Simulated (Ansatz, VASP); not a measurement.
**Two plane-wave programs on TiAl**

```
Ti Al
1.0
     2.79464    0.00000    0.00000
     0.00000    2.79464    0.00000
     0.00000    0.00000    4.04114
Ti Al
1 1
Direct
  0.50000 0.50000 0.50000
  0.00000 0.00000 0.00000
```

Alike in both runs: functional PBEsol; k mesh 14 × 14 × 10; occupations gaussian, width 0.1 eV; no spin polarisation.

Ansatz relaxed the structure, and its values are those at the end. VASP's run is a single point on that final structure, the one shown.

|  | VASP | Ansatz |
| --- | --- | --- |
| version | VASP 6.6.1 | Ansatz 0.2.0 |
| potentials or method | VASP PAW PBE potentials, release 64 (Ti_sv, Al) | scalar-relativistic, plane waves, PAW |
| plane-wave cutoff (eV) | 520 | 420 |
| valence electrons in the cell | 15 | 15 |

```tsv
	VASP	Ansatz	Ansatz less VASP
gap on the k mesh at the Fermi level (eV)	none	none	-
pressure (GPa)	0.0	0.0	-0.03
```

A gap of «none» marks a metal or a gap that the smearing closes. The functional is the same, so the differences come from potentials, cutoffs and numerics.

Caveats: the PAW data sets were made with another functional, which shifts forces and pressure a little (VASP).
